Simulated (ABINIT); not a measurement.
Crystal: BN.

```
N B
1.0
     0.00000    1.81300    1.81300
     1.81300    0.00000    1.81300
     1.81300    1.81300    0.00000
N B
1 1
Direct
  0.25000 0.25000 0.25000
  0.00000 0.00000 0.00000
```

The cell is a database's computed one.

Base run:

* Program: ABINIT 10.8.3 (patched build)
* Functional: PBE
* Potentials or basis: JTH PAW PBE v2.0
* Cutoff: 844 eV
* k mesh: 13 × 13 × 13
* Occupations: fermi-dirac, width 0.05 eV
* Spin: no spin polarisation

Its results: band gap on the k mesh 4.52 eV, indirect (least direct gap 8.76 eV); pressure -0.6 GPa.

Problem. After a change of settings the same cell gave: band gap on the k mesh 5.01 eV, indirect (least direct gap 9.43 eV); pressure -4.5 GPa. Which change was it?
A. functional from PBE to SCAN
B. functional from PBE to WC
C. functional from PBE to revPBE
D. functional from PBE to RPBE

Solution. A.

SCAN gives the wider gap, since meta-GGAs in the generalised Kohn-Sham scheme recover part of the derivative discontinuity.

Caveats: the PAW data sets were made with another functional, which shifts forces and pressure a little (some runs).
